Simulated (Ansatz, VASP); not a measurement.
Two plane-wave programs on Si

Contents of INCAR:

```
  PREC = Accurate
  ENCUT = 600
  EDIFF = 1E-6
  ISMEAR = -1
  SIGMA = 0.05
  LREAL = False
  LASPH = True
  NELM = 60
  ALGO = Normal
  ISIF = 3
  LWAVE = False
  LCHARG = False
  GGA = B5
  ALDAX = 1.0
  AGGAX = 1.0
  AGGAC = 1.0
  ALDAC = 0.0
  IBRION = 2
  NSW = 40
  EDIFFG = -0.02
```

KPOINTS

```
Automatic mesh
0
Gamma
  8 8 10
```

Contents of POSCAR:

```
Si
1.0
    4.1209500000      0.0000000000      0.0000000000
   -2.0604700000      3.5688500000      0.0000000000
    0.0000000000      0.0000000000      2.6547900000
Si
2
Direct
    0.3333300000      0.6666700000      0.5000000000
    0.6666700000      0.3333300000      0.5000000000
```

input.yaml

```yaml
crystal:
  lattice:
    - [4.12095, 0.0, 0.0]
    - [-2.06047, 3.56885, 0.0]
    - [0.0, 0.0, 2.65479]
  atoms:
    - { symbol: Si, position: [0.33333, 0.66667, 0.5] }
    - { symbol: Si, position: [0.66667, 0.33333, 0.5] }
hamiltonian:
  xc: blyp
  pseudopotentials: { kind: paw }
kpoints:
  mp_grid: { grid: [8, 8, 10] }
scf:
  occupations: { method: fermi_dirac, width: 0.05 }
output:
  forces: true
  stress: true
  eigenvalues: true
relax:
  f_tol: 0.01
  max_steps: 40
  cell: { stress_tol: 0.05 }
```

The cell was built by a generator and needn't be a form met in nature.

Alike in both runs: task relaxation of cell and atoms; functional BLYP; k mesh 8 × 8 × 10; occupations fermi-dirac, width 0.05 eV; no spin polarisation.

|  | VASP | Ansatz |
| --- | --- | --- |
| version | VASP 6.6.1 | Ansatz 0.2.0 |
| potentials or method | VASP PAW PBE potentials, release 64 (Si) | Ansatz PAW |
| plane-wave cutoff (eV) | 600 | 420 |
| valence electrons in the cell | 8 | 8 |

Ansatz gave:

```
gap on the k mesh at the Fermi level, each at its own relaxed structure (eV) : none
relaxed volume (Å³/atom)                                                     : 20.63
relaxed cell length with the largest relative difference (Å)                 : 2.714
energy change over the relaxation (meV/atom)                                 : -14
```

Task: Which values does VASP return?

Result: gap on the k mesh at the Fermi level, each at its own relaxed structure (eV): none; relaxed volume (Å³/atom): 20.71; relaxed cell length with the largest relative difference (Å): 2.718; energy change over the relaxation (meV/atom): -15.

A gap of «none» marks a metal or a gap that the smearing closes.

Caveats: the PAW data sets were made with another functional, which shifts forces and pressure a little (VASP); the plane-wave basis is chosen anew once the cell has moved, so the energies of steps on either side of that aren't comparable (Ansatz); the PAW data sets come from PBE, with cores solved anew for the run's functional, which leaves a small shift of forces and pressure (Ansatz).
